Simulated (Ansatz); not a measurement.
# C under changes of volume

One of the cells (5.672 Å³/atom); the others are scaled copies at fixed shape and fractional positions:

```
C
1.0
     0.00000    1.78337    1.78337
     1.78337    0.00000    1.78337
     1.78337    1.78337    0.00000
C
2
Direct
  0.75000 0.75000 0.75000
  0.50000 0.50000 0.50000
```

This isn't the form of C at room conditions, which is graphite.

| Property | Result |
| --- | --- |
| Program | Ansatz 0.2.0 |
| Functional | PBE |
| Potentials or basis | all-electron LAPW, scalar-relativistic |
| Cutoff | 489 eV (chosen from the basis error) |
| Basis error allowed | 0.0005 eV/atom |
| k mesh | 13 × 13 × 13 |
| Occupations | fermi-dirac, width 0.05 eV |
| Spin | no spin polarisation |

```tsv
volume (Å³/atom)	energy over the lowest point (meV/atom)	pressure (GPa)	gap on the mesh (eV)
5.332	34.60	32.3	4.29
5.445	15.77	21.1	4.24
5.558	4.46	11.0	4.19
5.672	0.00	1.8	4.15
5.785	1.78	-6.6	4.11
5.899	?	?	?
6.012	21.86	-21.3	4.02
```

**Question.** What does the run at 5.899 Å³/atom give?

**Answer.** Energy over the lowest point 9.23 meV/atom; pressure -14.3 GPa; gap on the mesh 4.07 eV.

Worked out: A Birch-Murnaghan fit of order 3 (a polynomial in V^(-2/3)) to the other rows has its minimum at 5.69 Å³/atom with B0 = V·E''(V) = 434 GPa and B' = 3.9. It gives 9.29 meV/atom at 5.899 Å³/atom, against the run's 9.23, and -dE/dV = -14.3 GPa, against -14.3. A straight line through the other rows of the gap, of slope -2.22 eV per unit of ln V, gives 4.06 eV, against the run's 4.07.

Energies are extrapolated to zero smearing.

Caveats: an odd mesh through Γ misses points on the zone boundary, where band edges often lie.
